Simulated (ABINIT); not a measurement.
A run of ABINIT 10.8.3 (patched build) is set up as follows.

File run.abi:

```
# Pseudopotentials
pp_dirpath "./"
pseudos "Ge.GGA_PBE-JTH.xml"

# Structure
acell 3*1.0 Angstrom
rprim
    -2.4958980000     2.6508630000     1.4369470000
     2.4958980000    -2.6508630000     1.4369470000
     2.4958980000     2.6508630000    -1.4369470000
ntypat 1
znucl 32
natom 2
typat 1 1
xcart
     0.0000000000     2.5047025320     0.3478854043
     4.7165636550     2.5047025320     2.3675508813
chkprim 0
chksymtnons 0
tolsym 1.0e-6

# Plane-wave basis
ecut 22.0
pawecutdg 44.0
pawxcdev 0

# k points
kptopt 1
ngkpt 11 11 11
nshiftk 1
shiftk 0.0 0.0 0.0

# Exchange and correlation
ixc -116133

# Bands and occupations
nband 18
occopt 3
tsmear 0.00183747

# SCF cycle
nstep 100
tolvrs 1.0e-9

# Output
iomode 3
prtwf 0
prteig 0
prtebands 0
enunit 1
prtden 1
prtvha 1
prtvclmb 1
prtpot 1
```

Potentials or basis: JTH PAW PBE v2.0.

Launch:

```console
$ abinit run.abi > log 2>&1
```

Problem. What does it give for the band gap on the k mesh?

Solution. None (metal or under the smearing width).

Problem. What does it give for the largest force?

Solution. 0.061 eV/Å.

Forces in eV/Å, atoms in the order of the input:
```
Ge   0.000  0.000  0.061
Ge   0.000  0.000 -0.061
```

Caveat: the PAW data sets were made with another functional, which shifts forces and pressure a little.
